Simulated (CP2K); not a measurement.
Runs of CP2K 2026.2 on Bi2Se3 (Paraguanajuatite). The structure is trigonal, space group R-3m (No. 166). Conventional cell: a = 4.143 Å, b = 4.143 Å, c = 28.636 Å, α = 90.00°, β = 90.00°, γ = 120.00°. Around Bi (site symmetry 3m) lie 6 Se at 2.85 to 3.07 Å. Around Se (site symmetry 3m) lie 3 Bi at 2.85 Å. Around Se (site symmetry -3m) lie 6 Bi at 3.07 Å. 

```tsv
potentials or basis	ADDED_MOS	gap on the mesh (eV)	pressure (GPa)	largest force (eV/Å)
POTENTIAL_UZH Bi GTH-PBE-q5, Se GTH-PBE-q6; DZVP-MOLOPT-PBE-GTH basis	[16]	0.18	3.2	0.32
GTH_POTENTIALS Bi GTH-PBE-q5, Se GTH-PBE-q6; DZVP-MOLOPT-SR-GTH basis	[16]	0.22	3.2	0.31
POTENTIAL_UZH Bi GTH-PBE-q5, Se GTH-PBE-q6; TZVP-MOLOPT-PBE-GTH basis	[16]	0.20	3.1	0.29
GTH_POTENTIALS Bi GTH-PBE-q5, Se GTH-PBE-q6; SZV-MOLOPT-SR-GTH basis	[6]	0.01	8.5	0.96
GTH_POTENTIALS Bi GTH-PBE-q5, Se GTH-PBE-q6; TZVP-MOLOPT-SR-GTH basis	[16]	0.23	3.2	0.34
POTENTIAL_UZH Bi GTH-PBE-q5, Se GTH-PBE-q6; TZV2P-MOLOPT-PBE-GTH basis	[16]	0.18	(b)	0.25
POTENTIAL_UZH Bi GTH-PBE-q5, Se GTH-PBE-q6; ccGRB-D basis	[16]	(a)	4.3	0.54
```

Alike in all rows: task single point; level PBE; no spin polarisation; cell as given; k mesh 8 × 8 × 8; smearing fermi-dirac 0.05 eV.

Question: Fill in the values left out.

Answer: (a) 0.16; (b) 2.7.

Caveats: spin-orbit coupling is left out, which as a rule narrows the gap of such compounds by several tenths of an eV; the basis of atomic orbitals isn't converged, which shifts pressures, moduli and gaps; a minimal basis gives rough bond lengths, pressures and levels (some runs).

A k mesh can miss the band edges, and the runs leave out spin-orbit coupling on Bi, Se.
